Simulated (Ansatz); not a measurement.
SnO2 under changes of volume

One of the cells (12.586 Å³/atom); the others are scaled copies at fixed shape and fractional positions:

```
Sn O
1.0
     4.78800    0.00000    0.00000
     0.00000    4.86658    0.00000
     0.00000    0.00000    3.24090
Sn O
2 4
Direct
  0.00000 0.00000 0.00000
  0.50000 0.50000 0.50000
  0.70815 0.67896 0.00000
  0.20814 0.82104 0.50000
  0.79185 0.17896 0.50000
  0.29185 0.32104 0.00000
```

The cell is a database's computed one.

- Program: Ansatz 0.2.0
- Functional: PBEsol
- Potentials or basis: all-electron LAPW, scalar-relativistic
- Cutoff: 395 eV (chosen from the basis error)
- Basis error allowed: 0.001 eV/atom
- k mesh: 6 × 6 × 8
- Occupations: fermi-dirac, width 0.05 eV
- Spin: no spin polarisation

```csv
volume (Å³/atom),energy over the lowest point (meV/atom),pressure (GPa),gap on the mesh (eV),largest force (eV/Å)
11.831,5.49,5.8,1.35,0.153
12.083,0.00,1.3,1.12,0.085
12.334,1.24,-2.8,0.92,0.073
12.586,8.45,-6.3,0.73,0.119
12.838,?,?,?,?
13.090,38.07,-12.3,0.42,0.233
13.341,59.29,-14.7,0.31,0.285
```

Q: What does the run at 12.838 Å³/atom give?

A: Energy over the lowest point 20.94 meV/atom; pressure -9.5 GPa; gap on the mesh 0.58 eV; largest force 0.176 eV/Å.

Worked out: A Birch-Murnaghan fit of order 3 (a polynomial in V^(-2/3)) to the other rows has its minimum at 12.16 Å³/atom with B0 = V·E''(V) = 199 GPa and B' = 4.9 at fixed shape and positions, which overstates the stiffness. It gives 20.92 meV/atom at 12.838 Å³/atom, against the run's 20.94, and -dE/dV = -9.5 GPa, against -9.5. A parabola through the other rows of the gap, of slope -7.73 eV per unit of ln V there, gives 0.57 eV, against the run's 0.58.

Energies are extrapolated to zero smearing.

Caveats: spin-orbit coupling is left out, which moves the levels of the heavy elements.
